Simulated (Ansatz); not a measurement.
## Two Ansatz runs on Re

The cell was built from the sc type and relaxed in the same program, and has space group Pm-3m; it needn't be a known or the stable phase.

First run: DFT, PBE, all-electron LAPW, scalar-relativistic (Ansatz 0.2.0).

Command: `ansatz run input.yaml --threads 1 --pin off --max-ram 2048MiB --backend cpu --events-out ev --progress --plain --runs-dir out` The run took 14 s on 1 thread of Intel(R) Xeon(R) Platinum 8175M CPU @ 2.50GHz (Skylake/Cascade Lake), on a shared host.

```yaml
crystal:
  lattice:
    - [2.580332561, 0.0, 0.0]
    - [0.0, 2.580332561, 0.0]
    - [0.0, 0.0, 2.580332561]
  atoms:
    - { symbol: Re, position: [0.0, 0.0, 0.0] }
kpoints:
  mp_grid: { grid: [12, 12, 12] }
scf:
  occupations: { method: fermi_dirac, width: 0.08 }
hamiltonian:
  xc: pbe
  pseudopotentials:
    kind: all_electron
    lapw: { basis_error: 0.0005 }
    nuclear_model: point
output:
  forces: true
  stress: true
  eigenvalues: true
```

Result: converged; pressure 0.00 GPa; 7 SCF iterations.

Spin polarisation is left out, and whether a magnetic state lies lower isn't shown here.

Spin–orbit coupling is left out, though it moves levels of the heavy atoms by tenths of an eV or more.

A second input differs as follows:

```diff
@@ -10,4 +10,5 @@
 scf:
   occupations: { method: fermi_dirac, width: 0.08 }
+  max_iter: 75
 hamiltonian:
   xc: pbe
@@ -20,3 +21,6 @@
   stress: true
   eigenvalues: true
+magnetization:
+  spin_polarized: true
+  initial_magnetization: 15
```

Problem. Does the change harm the result?

Solution. Not here: the run converged; energy at zero smearing 0.0 meV/atom from the first run; pressure 0.00 GPa; moment 0.00 μB; 14 SCF iterations, so the odd setting did no harm in this case.
